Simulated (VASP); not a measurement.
Input of a VASP 6.6.1 run:

The input INCAR:

```
SYSTEM = GaAs
PREC = Accurate
ENCUT = 520
EDIFF = 1E-6
ISMEAR = -1
SIGMA = 0.05
LREAL = .False.
LASPH = .True.
NELM = 100
ALGO = Normal
ISIF = 2
LWAVE = .False.
LCHARG = .False.
MAGMOM = 0 0 0 0 0 0
LORBIT = 11
LSORBIT = .True.
GGA_COMPAT = .False.
METAGGA = R2SCAN
LMIXTAU = .True.
```

KPOINTS

```
Automatic mesh
0
Gamma
  6 6 6
  0 0 0
```

Contents of POSCAR:

```
GaAs
1.0
    0.0000000000      2.8268500000      2.8268500000
    2.8268500000      0.0000000000      2.8268500000
    2.8268500000      2.8268500000      0.0000000000
As Ga
1 1
Direct
    0.7500000000      0.7500000000      0.7500000000
    0.0000000000      0.0000000000      0.0000000000
```

File KPOINTS_OPT:

```
path GXWKGLUWLK,UX
10
line-mode
reciprocal
 0.0000000000  0.0000000000  0.0000000000  G
 0.5000000000  0.0000000000  0.5000000000  X

 0.5000000000  0.0000000000  0.5000000000  X
 0.5000000000  0.2500000000  0.7500000000  W

 0.5000000000  0.2500000000  0.7500000000  W
 0.3750000000  0.3750000000  0.7500000000  K

 0.3750000000  0.3750000000  0.7500000000  K
 0.0000000000  0.0000000000  0.0000000000  G

 0.0000000000  0.0000000000  0.0000000000  G
 0.5000000000  0.5000000000  0.5000000000  L

 0.5000000000  0.5000000000  0.5000000000  L
 0.6250000000  0.2500000000  0.6250000000  U

 0.6250000000  0.2500000000  0.6250000000  U
 0.5000000000  0.2500000000  0.7500000000  W

 0.5000000000  0.2500000000  0.7500000000  W
 0.5000000000  0.5000000000  0.5000000000  L

 0.5000000000  0.5000000000  0.5000000000  L
 0.3750000000  0.3750000000  0.7500000000  K

 0.6250000000  0.2500000000  0.6250000000  U
 0.5000000000  0.0000000000  0.5000000000  X
```

Potentials or basis: VASP PAW PBE potentials, release 64 (As, Ga_d).

Launch:

```sh
$ cat potpaw_PBE.64/As/POTCAR potpaw_PBE.64/Ga_d/POTCAR > POTCAR
$ mpirun -np 1 vasp_ncl > vasp.out
```

Problem. Estimate the pressure.

Solution. 0.6 GPa.

Caveat: the PAW data sets were made with another functional, which shifts forces and pressure a little.
